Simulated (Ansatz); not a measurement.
# Hf2C(OH)2 MXene bilayer (AA) in a perpendicular field, part 2 of 3

What dipole does a perpendicular field induce in the Hf2C(OH)2 MXene bilayer (AA)? A positive field points along +c.

Ansatz 0.2.0; plane-wave DFT, r2SCAN-D4, Ansatz PAW.

So far. Step 2 (Relaxation): The lattice constant a goes from 3.289 to 3.261 Å.

### Step 3. Atoms held, field 0

A sawtooth potential applies the field, turning back in the middle of the vacuum. With the dipole correction the typed value is the field outside the slab. The induced dipole is small, so the SCF threshold is tight.

The cell differs from the one that the last finished run ended in (c 63.226 → 34.672 Å).

File input.yaml:

```yaml
crystal:
  lattice:
    - [3.2606694058, 0.0, 0.0]
    - [-1.6303347029, 2.8238225387, 0.0]
    - [0.0, 0.0, 34.672337186]
  atoms:
    - { symbol: H, position: [0.3333333333, 0.6666666667, 0.2595729256] }
    - { symbol: O, position: [0.3333333333, 0.6666666667, 0.2874374239] }
    - { symbol: Hf, position: [0.6666666667, 0.3333333333, 0.326054003] }
    - { symbol: C, position: [0.0, 0.0, 0.360898095] }
    - { symbol: Hf, position: [0.3333333333, 0.6666666667, 0.3960466408] }
    - { symbol: O, position: [0.6666666667, 0.3333333333, 0.4338495952] }
    - { symbol: H, position: [0.6666666667, 0.3333333333, 0.4619154247] }
    - { symbol: H, position: [0.3333333333, 0.6666666667, 0.5380845753] }
    - { symbol: O, position: [0.3333333333, 0.6666666667, 0.5661504048] }
    - { symbol: Hf, position: [0.6666666667, 0.3333333333, 0.6039533592] }
    - { symbol: C, position: [0.0, 0.0, 0.639101905] }
    - { symbol: Hf, position: [0.3333333333, 0.6666666667, 0.673945997] }
    - { symbol: O, position: [0.6666666667, 0.3333333333, 0.7125625761] }
    - { symbol: H, position: [0.6666666667, 0.3333333333, 0.7404270744] }
kpoints:
  mp_grid: { grid: [18, 18, 1] }
  band_path:
    path: [[0, 0, 0], [0.5, 0, 0], [0.33333333, 0.33333333, 0], [0, 0, 0]]
    npoints: 16
hamiltonian:
  xc: r2scan
  dispersion: d4
scf:
  occupations: { method: fermi_dirac, width: 0.02585 }
  convergence: { dr2_threshold: 1.0e-10 }
efield:
  axis: 3
  dipole_correction: true
  ramp_position: 0.97
  ramp_width: 0.06
  amplitude: 0
output:
  dos: { projected: true, e_range: [-6, 5] }
  bader: true
  write_potential: true
  write_density: true
  volumetric_format: npy
  elf: true
```

The run is started by

```
ansatz run input.yaml --threads 4 --pin off --max-ram 12288MiB --backend cpu --events-out ev --progress --plain --runs-dir out
```

Numbers of over 12 decimals in the logs are rounded to 6 here.

The log of the run:

```text
[...]
Crystal: 14 atoms, lattice volume = 319.247 Å³
Basis set: ecut = 500 eV, 8017 PW (Γ), exchange–correlation on 96×96×1024 points (64 copies of the dense FFT grid, shifted against one another)
Bands: 84, of which v1, the nominal top of the filled ones, is band 70 counted from 1 (69 counted from 0)
Symmetry: 6 space group operations
k-points: 37 of 324 (time reversal used)
[...]
SCF iter   1: F=—  HF=-65785.186000 eV  |F-HF|=—  |Δ(HF+E_count)|=         —  Δρ=7.89e-3  dr2=5.69e-1  dr2_τ=8.77e-1  ethr=1.77e-3  p=0.000 e·Å  D=4.82e-13 V/Å  ΔV_dip=-0.00 eV  dr2_dipole=6.05e-8  V_vac-E_F(+/−)=1.68/1.68 eV  ⟨swp⟩=5.9  Hψ=11900  notcnv=0  defer=39
efield: sawtooth ramp at fractional position 0.9700 (set: `efield.ramp_position`, or a place that a band, a saddle search or an elastic batch's reference lends), width 0.0600; the density the first Hamiltonian is built on has a dipole p = 0.000 e·Å; the dipole correction subtracts the counter field D = 4.82e-13 V/Å, which shifts the + side's vacuum level by -0.00 eV against the − side's; the planar-averaged density in the ramp window peaks in size at 2.1e-5 e/Å³
[...]
SCF iter   2: F=—  HF=-65785.344344 eV  |F-HF|=—  |Δ(HF+E_count)|=   1.58e-1  Δρ=6.65e-3  dr2=4.06e-1  dr2_τ=1.73e-2  ethr=4.07e-4  p=0.000 e·Å  D=4.77e-6 V/Å  ΔV_dip=-0.00 eV  dr2_dipole=1.33e-6  V_vac-E_F(+/−)=1.67/1.67 eV  ⟨swp⟩=3.1  Hψ=6685  notcnv=0  defer=259
[...]
SCF iter  18: F=-65785.200328 eV  HF=-65785.200328 eV  |F-HF|=1.60e-10  |Δ(HF+E_count)|=   1.05e-9  Δρ=3.37e-8  dr2=1.81e-11  dr2_τ=6.67e-13  ethr=1.00e-12  p=0.000 e·Å  D=6.85e-9 V/Å  ΔV_dip=-0.00 eV  dr2_dipole=7.63e-14  V_vac-E_F(+/−)=2.36/2.36 eV  ⟨swp⟩=13.7  Hψ=11775  notcnv=0
SCF 1 converged in 18 iterations: F = -65785.200328 eV  dr2 = 1.81e-11
[...]
NSCF: frozen V_eff on 49 k-points
efield: sawtooth ramp at fractional position 0.9700 (kept from the solve that this one continues, or follows in the run), width 0.0600; the density the first Hamiltonian is built on has a dipole p = 0.000 e·Å; the dipole correction subtracts the counter field D = 6.85e-9 V/Å, which shifts the + side's vacuum level by -0.00 eV against the − side's; the planar-averaged density in the ramp window peaks in size at 4.9e-6 e/Å³
[...]
SCF converged after 18 iterations
Free energy (F): -65785.200328 eV
[...]
Internal energy: -65785.194553 eV  (E = F + TS)
E sigma→0 (E₀):  -65785.197441 eV
Entropy (-TS):   -0.005774 eV (-0.412 meV/atom)
Fermi energy:    6.104160 eV
Dipole field:    D = -0.000000 V/Å  (p = -0.000001 e·Å, saw-weighted, corrected)
Work function:   Φ+ = 2.3554 eV   Φ− = 2.3554 eV
Levels:          The Fermi level and band energies are counted from a zero that moves with the ramp; work functions are not
[...]
--- Band table (eV; the first three rows and the last of 37) ---
  k-point 0: bands = [... 66 lower, 3.0305, 3.0305, 5.4547, 5.8929, 5.9102, 6.6751, 6.6751, 6.6753, ... 10 higher]
  k-point 1: bands = [... 66 lower, 2.9993, 2.9996, 5.5124, 5.9515, 5.9623, 6.5046, 6.5057, 6.7588, ... 10 higher]
  k-point 2: bands = [... 66 lower, 2.9227, 2.9230, 5.6544, 6.1040, 6.1041, 6.1236, 6.1283, 6.9824, ... 10 higher]
  k-point 36: bands = [... 66 lower, 2.2438, 2.2439, 7.2649, 7.2673, 7.5835, 7.5835, 7.6408, 7.6408, ... 10 higher]
--- Bader charges: 14 sites ---
  site symbol  charge [e]  shift [e]
     0      H      0.5125     0.0016
     1      O     -1.3735     0.0011
     2     Hf      2.0307     0.0022
     3      C     -2.3337     0.0035
     4     Hf      2.0569     0.0023
     5      O     -1.3884     0.0010
     6      H      0.4955     0.0016
     7      H      0.4955     0.0016
     8      O     -1.3884     0.0010
     9     Hf      2.0568     0.0023
    10      C     -2.3337     0.0035
    11     Hf      2.0308     0.0022
    12      O     -1.3735     0.0011
    13      H      0.5126     0.0016
  estimated error of the sums over rays = 9.1e-4 e
```

Elapsed: 1.7 min, on 4 threads of Intel Xeon Platinum 8559C (Emerald Rapids), shared host; peak memory 2.3 GiB.

This step gave:

| Item | Value |
| --- | --- |
| energy at zero smearing | -65785.1974 eV |
| work function, upper face | 2.355 eV |
| dipole along the normal | -5.07e-7 e·Å |

Running mean over a fixed 2.6 Å (it still follows the layers) of the planar mean; the ramp of the sawtooth is left out. Table of electron's electrostatic potential energy less the Fermi level by z:

z (Å), electron's electrostatic potential energy less the Fermi level (eV) and a bar from the least value:
```
        4        2.3 ##############################
        5        2.3 ##############################
        6        2.2 ##############################
        7        1.8 #############################
        8        0.7 ##########################
        9       -1.9 #####################
       10       -6.3 ###########
       11      -10.0 ##
       12      -11.0 
       13      -11.0 
       14      -10.1 ##
       15       -6.3 ###########
       16       -1.5 #####################
       17        0.9 ###########################
       18        0.6 ##########################
       19       -2.8 ###################
       20       -7.9 #######
       21      -10.5 #
       22      -11.1 
       23      -10.8 #
       24       -9.2 ####
       25       -4.6 ###############
       26       -0.8 #######################
       27        1.2 ###########################
       28        2.0 #############################
       29        2.2 ##############################
       30        2.3 ##############################
       31        2.3 ##############################
```

The density of states has structure finer than the step of the table below, so its rows give means over 0.25 eV, whole bins alone (the curve runs from -6 to 1.99 eV). Peaks (eV: height): -5.010: 25.7, -4.620: 8.31, -4.130: 8.45, -3.880: 30.8, -3.380: 6.90, 0.640: 5.61.

The density of states by energy, zero at the Fermi level; means over each step:

```tsv
energy (eV)	density of states (states/eV a cell)
-5.50	0
-5.25	0.537
-5.00	11.6
-4.75	4.18
-4.50	3.53
-4.25	5.94
-4.00	9.58
-3.75	4.52
-3.50	4.77
-3.25	3.06
-3.00	0.215
-2.75	0
-2.50	0
-2.25	0.525
-2.00	1.13
-1.75	1.23
-1.50	1.37
-1.25	1.49
-1.00	1.65
-0.75	1.90
-0.50	3.18
-0.25	1.80
0.00	2.37
0.25	2.75
0.50	3.89
0.75	4.28
1.00	3.39
1.25	3.28
1.50	3.41
1.75	3.13
```

Projected DOS per atom over height of the atomic layer and energy from the Fermi level. Layers: H O Hf C Hf O H H O Hf C Hf O H from below.

Ten even steps from '0' (0.00 states/eV) to '9' (2.58 states/eV), each cell a mean:
```
00101000010100
00201000010200
00101000010100
00202000020200
00101000010100
00101000010100
00101000010100
00101000010100
00101000010100
00101000010100
00000000000000
00000000000000
00000000000000
00000000000000
00131000013100
00131000013100
00393000039300
00141000014100
00131000013100
01262100126210
00000000000000
00000000000000
```
Columns: height of the atomic layer (Å) from 9 to 25.7 (not evenly spaced); rows upwards: energy from the Fermi level (eV) from -5.96 to 1.96.

Electronic bands along the path, in eV, zero at the Fermi level:

```tsv
point	band 67	band 68	band 69	band 70	band 71	band 72	band 73	band 74
Γ	-3.07	-3.07	-0.65	-0.21	-0.19	0.57	0.57	0.57
halfway	-3.35	-3.35	-1.21	-1.19	0.30	0.84	0.85	1.69
M	-3.29	-3.29	-2.32	-2.32	2.58	2.70	3.06	3.50
halfway	-3.87	-3.87	-0.93	-0.92	2.41	2.46	2.80	3.00
K	-3.86	-3.86	1.16	1.16	1.48	1.48	1.54	1.54
halfway	-3.85	-3.85	-0.48	-0.40	0.29	0.29	0.76	1.33
Γ	-3.07	-3.07	-0.65	-0.21	-0.19	0.57	0.57	0.57
```

Valence density in the ca plane at fractional y = 0.333, with atoms of Hf and O and H within 0.2 Å of it. It is the smooth field of the valence electrons, not physical close to the nuclei.

Ten steps, logarithmic in the rise over the least value, from '0' (0 e/Å³) to '9' (30 e/Å³), each cell a mean:
```
00000000000000000000000012454211111122211000
00000000000000000000000014788521100145542100
00000000000000000000000015899621100246654200
00000000000000000000000014787421100135532100
00000000000000000000000011344211111112210000
00000000000000000000000111111112222110000000
00000000000000000000001111011122223210000000
00000000000000000000000111111111122111000000
```
Columns run along c (16.0 Å, from fractional 0.04 to 0.50 of the cell), rows up along a (3.3 Å). Atoms in or near the plane, at fractional coordinates: Hf at (0.33, 0.67), O at (0.43, 0.67), H at (0.46, 0.67).

ELF in the ca plane at fractional y = 0.333, with atoms of Hf and O and H within 0.2 Å of it. It is the smooth field of the valence electrons, not physical close to the nuclei.

Ten even steps from '0' (0.01) to '9' (0.96), each cell a mean:
```
10158754200100001113552243200377643100024554
21487788731100000037886223212787788610024554
21575599941110000048888313313763799720014554
20378778720100000027886223212687788510024554
10147743200100012212442243110367543100024554
22112210001100124531123663221012100000135554
23200000001100135651136763232100000000135554
11112310001100124530113563111023210000134554
```
Columns run along c (16.0 Å, from fractional 0.39 to 0.85 of the cell), rows up along a (3.3 Å). Atoms in or near the plane, at fractional coordinates: O at (0.43, 0.67), H at (0.46, 0.67), Hf at (0.60, 0.67), O at (0.71, 0.67), H at (0.74, 0.67).

Electrostatic potential energy in the ca plane at fractional y = 0.333, with atoms of Hf and O and H within 0.2 Å of it. With pseudopotentials it is smooth inside the atoms' cores, unlike the true potential.

Ten even steps from '0' (-34 eV) to '9' (8 eV), each cell a mean:
```
99999998742358998888879999999999999999999999
99999997400016899986103568999999999999999999
99999997301005899984000028999999999999999999
99999997400026899886214678999999999999999999
99999998753468988788889999999999999999999999
99999999887889886667899999999999999999999999
99999999998999876557899999999999999999999999
99999999887788887668999999999999999999999999
```
Columns run along c (16.0 Å, from fractional 0.50 to 0.96 of the cell; values clipped at the 3rd and 97th percentile), rows up along a (3.3 Å). Atoms in or near the plane, at fractional coordinates: Hf at (0.60, 0.67), O at (0.71, 0.67), H at (0.74, 0.67).

The work function of the upper face is 2.36 eV.

### Step 4. Atoms held, field 0.05 V/Å

Changes to input.yaml since step 3:

```diff
@@ -36,6 +36,4 @@
   ramp_width: 0.06
-  amplitude: 0
+  amplitude: 0.05
 output:
-  dos: { projected: true, e_range: [-6, 5] }
-  bader: true
   write_potential: true
@@ -43,2 +41 @@
   volumetric_format: npy
-  elf: true
```

The log of the run:

```text
[...]
Crystal: 14 atoms, lattice volume = 319.247 Å³
Basis set: ecut = 500 eV, 8017 PW (Γ), exchange–correlation on 96×96×1024 points (64 copies of the dense FFT grid, shifted against one another)
Bands: 84, of which v1, the nominal top of the filled ones, is band 70 counted from 1 (69 counted from 0)
Symmetry: 6 space group operations
k-points: 37 of 324 (time reversal used)
[...]
k-point 0: bands = [... 66 lower, 3.0325, 3.0325, 5.4543, 5.8896, 5.9128, 6.6725, 6.6725, 6.6771, ... 10 higher]
  k-point 1: bands = [... 66 lower, 2.9964, 3.0016, 5.5120, 5.9473, 5.9658, 6.5023, 6.5071, 6.7562, ... 10 higher]
  k-point 2: bands = [... 66 lower, 2.9199, 2.9249, 5.6541, 6.1007, 6.1047, 6.1233, 6.1297, 6.9818, ... 10 higher]
  k-point 36: bands = [... 66 lower, 2.2413, 2.2456, 7.2624, 7.2688, 7.5806, 7.5855, 7.6387, 7.6421, ... 10 higher]
[key lines of the parts left out:]
SCF converged after 24 iterations
Free energy (F): -65785.201809 eV
Fermi energy:    6.103814 eV
Dipole field:    D = 0.033582 V/Å  (p = 0.059248 e·Å, saw-weighted, corrected)
```

Wall time 70 s (4 threads); peak memory 2.3 GiB.

The dipole is 0.0592 e·Å.

### Step 5. Single point, field -0.05 V/Å

Changes to input.yaml since step 4:

```diff
@@ -36,3 +36,3 @@
   ramp_width: 0.06
-  amplitude: 0.05
+  amplitude: -0.05
 output:
```

The log of the run:

```text
[...]
Crystal: 14 atoms, lattice volume = 319.247 Å³
Basis set: ecut = 500 eV, 8017 PW (Γ), exchange–correlation on 96×96×1024 points (64 copies of the dense FFT grid, shifted against one another)
Bands: 84, of which v1, the nominal top of the filled ones, is band 70 counted from 1 (69 counted from 0)
Symmetry: 6 space group operations
k-points: 37 of 324 (time reversal used)
[...]
k-point 0: bands = [... 66 lower, 3.0325, 3.0325, 5.4543, 5.8896, 5.9128, 6.6725, 6.6725, 6.6771, ... 10 higher]
  k-point 1: bands = [... 66 lower, 2.9964, 3.0016, 5.5120, 5.9473, 5.9658, 6.5023, 6.5071, 6.7562, ... 10 higher]
  k-point 2: bands = [... 66 lower, 2.9199, 2.9249, 5.6541, 6.1007, 6.1047, 6.1233, 6.1297, 6.9818, ... 10 higher]
  k-point 36: bands = [... 66 lower, 2.2413, 2.2456, 7.2624, 7.2688, 7.5806, 7.5855, 7.6387, 7.6421, ... 10 higher]
[key lines of the parts left out:]
SCF converged after 24 iterations
Free energy (F): -65785.201809 eV
Fermi energy:    6.103814 eV
Dipole field:    D = -0.033582 V/Å  (p = -0.059248 e·Å, saw-weighted, corrected)
```

Run time: 71 s. Hardware: 4 threads; peak memory 2.3 GiB; 4.6 min of CPU time.

The dipole is -0.0592 e·Å.

### Step 6. Atoms held, field 0.1 V/Å

Changes to input.yaml since step 5:

```diff
@@ -34,5 +34,5 @@
   dipole_correction: true
-  ramp_position: 0.97
-  ramp_width: 0.06
-  amplitude: -0.05
+  ramp_position: 0.9426
+  ramp_width: 0.1148
+  amplitude: 0.1
 output:
```

The log of the run:

```text
[...]
Crystal: 14 atoms, lattice volume = 319.247 Å³
Basis set: ecut = 500 eV, 8017 PW (Γ), exchange–correlation on 96×96×1024 points (64 copies of the dense FFT grid, shifted against one another)
Bands: 84, of which v1, the nominal top of the filled ones, is band 70 counted from 1 (69 counted from 0)
Symmetry: 6 space group operations
k-points: 37 of 324 (time reversal used)
[...]
k-point 0: bands = [... 66 lower, 3.0338, 3.0338, 5.4533, 5.8825, 5.9180, 6.6689, 6.6689, 6.6781, ... 10 higher]
  k-point 1: bands = [... 66 lower, 2.9925, 3.0028, 5.5110, 5.9395, 5.9716, 6.4987, 6.5081, 6.7526, ... 10 higher]
  k-point 2: bands = [... 66 lower, 2.9162, 2.9261, 5.6530, 6.0950, 6.1031, 6.1227, 6.1329, 6.9802, ... 10 higher]
  k-point 36: bands = [... 66 lower, 2.2379, 2.2465, 7.2583, 7.2703, 7.5767, 7.5865, 7.6360, 7.6426, ... 10 higher]
[key lines of the parts left out:]
SCF converged after 24 iterations
Free energy (F): -65785.206252 eV
Fermi energy:    6.102852 eV
Dipole field:    D = 0.067171 V/Å  (p = 0.118509 e·Å, saw-weighted, corrected)
```

Run time: 73 s. Hardware: 4 threads; peak memory 2.3 GiB.

The dipole is 0.119 e·Å.

### Step 7. Single point, field 0.2 V/Å

Changes to input.yaml since step 6:

```diff
@@ -36,3 +36,3 @@
   ramp_width: 0.1148
-  amplitude: 0.1
+  amplitude: 0.2
 output:
```

The log of the run:

```text
[...]
Crystal: 14 atoms, lattice volume = 319.247 Å³
Basis set: ecut = 500 eV, 8017 PW (Γ), exchange–correlation on 96×96×1024 points (64 copies of the dense FFT grid, shifted against one another)
Bands: 84, of which v1, the nominal top of the filled ones, is band 70 counted from 1 (69 counted from 0)
Symmetry: 6 space group operations
k-points: 37 of 324 (time reversal used)
[...]
k-point 0: bands = [... 66 lower, 3.0337, 3.0337, 5.4491, 5.8632, 5.9294, 6.6593, 6.6593, 6.6774, ... 10 higher]
  k-point 1: bands = [... 66 lower, 2.9822, 3.0026, 5.5068, 5.9199, 5.9831, 6.4889, 6.5075, 6.7429, ... 10 higher]
  k-point 2: bands = [... 66 lower, 2.9062, 2.9257, 5.6488, 6.0784, 6.0950, 6.1204, 6.1403, 6.9734, ... 10 higher]
  k-point 36: bands = [... 66 lower, 2.2285, 2.2456, 7.2471, 7.2706, 7.5659, 7.5852, 7.6282, 7.6412, ... 10 higher]
[key lines of the parts left out:]
SCF converged after 24 iterations
Free energy (F): -65785.224045 eV
Fermi energy:    6.098953 eV
Dipole field:    D = 0.134594 V/Å  (p = 0.237461 e·Å, saw-weighted, corrected)
```

It took 77 s on 4 threads; peak memory 2.3 GiB.

The dipole is 0.237 e·Å.

### Step 8. Atoms held, field 0.3 V/Å

Changes to input.yaml since step 7:

```diff
@@ -34,6 +34,8 @@
   dipole_correction: true
-  ramp_position: 0.9426
-  ramp_width: 0.1148
-  amplitude: 0.2
+  ramp_position: 0.9405
+  ramp_width: 0.1189
+  amplitude: 0.3
 output:
+  dos: { projected: true, e_range: [-6, 5] }
+  bader: true
   write_potential: true
@@ -41 +43,2 @@
   volumetric_format: npy
+  elf: true
```

The log of the run:

```text
[...]
Crystal: 14 atoms, lattice volume = 319.247 Å³
Basis set: ecut = 500 eV, 8017 PW (Γ), exchange–correlation on 96×96×1024 points (64 copies of the dense FFT grid, shifted against one another)
Bands: 84, of which v1, the nominal top of the filled ones, is band 70 counted from 1 (69 counted from 0)
Symmetry: 6 space group operations
k-points: 37 of 324 (time reversal used)
[...]
2     Hf      2.0341     0.0022
     3      C     -2.3338     0.0035
     4     Hf      2.0567     0.0023
     5      O     -1.3883     0.0010
     6      H      0.4953     0.0016
     7      H      0.4956     0.0016
     8      O     -1.3887     0.0010
     9     Hf      2.0571     0.0023
    10      C     -2.3333     0.0035
    11     Hf      2.0252     0.0022
    12      O     -1.3686     0.0011
    13      H      0.5280     0.0015
  estimated error of the sums over rays = 9.2e-4 e
[key lines of the parts left out:]
SCF converged after 26 iterations
Free energy (F): -65785.253766 eV
Fermi energy:    6.092589 eV
Dipole field:    D = 0.202455 V/Å  (p = 0.357186 e·Å, saw-weighted, corrected)
```

Run time: 2.1 min. Hardware: 4 threads; peak memory 2.3 GiB.

The dipole is 0.357 e·Å.

[end of part 2 of 3]

[Logs are printed without paths, hosts, clocks, repeated set-up lines and the standing remarks that a program may print on its own settings, such as how far it seeks lower states.]

[Hosts, paths, dates, database ids (printed as entryN), source tags and the programs' standing remarks are cut or masked in the printed files.]

[Maps of the electrostatic potential energy from Ansatz leave out the sawtooth potential of an applied field or a dipole correction, so their vacuum need not be flat; planar profiles and work functions include it.]
